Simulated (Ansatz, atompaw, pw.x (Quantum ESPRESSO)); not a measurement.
**From atom to crystal: PAW (atompaw) potential for O**

```
Element                 : oxygen
Generator               : atompaw 4.2.0.5
Type                    : PAW
Functional              : PBE
Relativity              : scalar-relativistic
Frozen core             : [He]
Valence charge          : 6
Reference configuration : 2s1 2p5
Partial waves           : 2s (bound): rc 0.85 bohr; 2s channel at 1.9 Ry: rc 0.85 bohr; 2p (bound): rc 2.10 bohr; 2p channel at -0.25 Ry: rc 2.10 bohr; 3d channel at 0.35 Ry: rc 2.10 bohr
Local potential         : ultrasoft scheme with l = 3 at 0 Ry, radius 1.45 bohr
Core correction         : smooth core density matched at 1.40 bohr
Augmentation charge     : sinc compensation charge, radius 1.90 bohr; PAW radius 2.10 bohr; waves and projectors: custom polynom gramschmidtortho
```

Atomic tests: cutoffs needed: 50 Ry and 70 Ry (the cutoffs (Ry, on a coarse ladder) from which the occupation-weighted sum of valence levels, in a spherical-Bessel basis at the reference potential, stays within 10 and 1 mRy of its value at 400 Ry); ghost test: no extra level below or beside the all-electron valence levels (s, p, d, f tested) (spherical-Bessel basis up to 400 Ry, 20 bohr box); lowest eigenvalue of the overlap operator: 0.62 (s channel).

Crystal test: bcc O in pw.x 7.5, no spin, 18³ k-points, Fermi–Dirac smearing 0.01 Ry, cutoffs 85/850 Ry. The lattice is a test structure that the element need not adopt, and mesh and smearing are coarse. Spin polarisation is left out.

pw.x input:

```
&control
  calculation='scf', prefix='x', pseudo_dir='./', outdir='./tmp', tstress=.true., disk_io='none'
/
&system
  ibrav=0, nat=1, ntyp=1, ecutwfc=85, ecutrho=850, nbnd=10,
  occupations='smearing', smearing='fd', degauss=0.01
/
&electrons
  conv_thr=1e-09, mixing_beta=0.4, electron_maxstep=70
/
ATOMIC_SPECIES
O 1.0 O.UPF
CELL_PARAMETERS angstrom
  -1.24697937 1.24697937 1.24697937
  1.24697937 -1.24697937 1.24697937
  1.24697937 1.24697937 -1.24697937
ATOMIC_POSITIONS crystal
O 0.0000 0.0000 0.0000
K_POINTS automatic
18 18 18 0 0 0
```

```bash
pw.x < O.scf.in > O.scf.out
```

Task: How does the run end?

Result: Failed: no self-consistency to 1e-9 Ry within 70 iterations.  The log shows:

```
Message from routine setup:
     using ibrav=0 with symmetry is DISCOURAGED, use correct ibrav instead
     lattice parameter (alat)  =       4.0815  a.u.
     unit-cell volume          =      52.3401 (a.u.)^3
     number of electrons       =         6.00
     number of Kohn-Sham states=           10
     kinetic-energy cutoff     =      85.0000  Ry
     charge density cutoff     =     850.0000  Ry
     scf convergence threshold =      1.0E-09
     Exchange-correlation= SLA PW PBX PBC
     number of k points=   195  Fermi-Dirac smearing, width (Ry)=  0.0100
     iteration #  1     ecut=    85.00 Ry     beta= 0.40
     total energy              =     -41.33818389 Ry
     estimated scf accuracy    <       0.00515528 Ry
     iteration #  2     ecut=    85.00 Ry     beta= 0.40
     total energy              =     -41.34513965 Ry
     estimated scf accuracy    <       0.00502129 Ry
     iteration #  3     ecut=    85.00 Ry     beta= 0.40
     total energy              =     -41.36541820 Ry
     estimated scf accuracy    <       0.00291380 Ry
     iteration #  4     ecut=    85.00 Ry     beta= 0.40
     total energy              =     -41.72411782 Ry
     estimated scf accuracy    <       0.00109502 Ry
     [... 62 iterations left out ...]
     iteration # 67     ecut=    85.00 Ry     beta= 0.40
     total energy              =     -41.56312182 Ry
     estimated scf accuracy    <       0.01682615 Ry
     iteration # 68     ecut=    85.00 Ry     beta= 0.40
     total energy              =     -40.83580453 Ry
     estimated scf accuracy    <       0.02416556 Ry
     iteration # 69     ecut=    85.00 Ry     beta= 0.40
     total energy              =     -41.33752166 Ry
     estimated scf accuracy    <       0.00108891 Ry
     iteration # 70     ecut=    85.00 Ry     beta= 0.40
     total energy              =     -41.33104228 Ry
     estimated scf accuracy    <       0.00082665 Ry
     convergence NOT achieved after  70 iterations: stopping
     Message from routine punch:
     Nothing written, as per user request (disk_io='none')
```
